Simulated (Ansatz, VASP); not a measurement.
**Be in VASP and in Ansatz**

```
Be
1.0
    -1.25064    1.25064    1.25064
     1.25064   -1.25064    1.25064
     1.25064    1.25064   -1.25064
Be
1
Cartesian
  0.0000 0.0000 0.0000
```

The cell was built by a generator and needn't be a form met in nature.

Alike in both runs: task single point; functional HSE06; k mesh 12 × 12 × 12; occupations gaussian, width 0.05 eV; no spin polarisation.

```csv
,VASP,Ansatz
version,VASP 6.6.1,Ansatz 0.2.0
potentials or method,"VASP PAW PBE potentials, release 64 (Be)","scalar-relativistic, plane waves, PAW"
plane-wave cutoff (eV),520,600
valence electrons in the cell,2,2
```

```tsv
	VASP	Ansatz	Ansatz less VASP
gap on the k mesh at the Fermi level (eV)	none	none	-
pressure (GPa)	-0.8	-0.8	-0.01
```

A gap of «none» marks a metal or a gap that the smearing closes. Ansatz warned: «filled_band_counts_differ_across_k_points».

Caveats: the PAW data sets were made with another functional, which shifts forces and pressure a little (VASP).
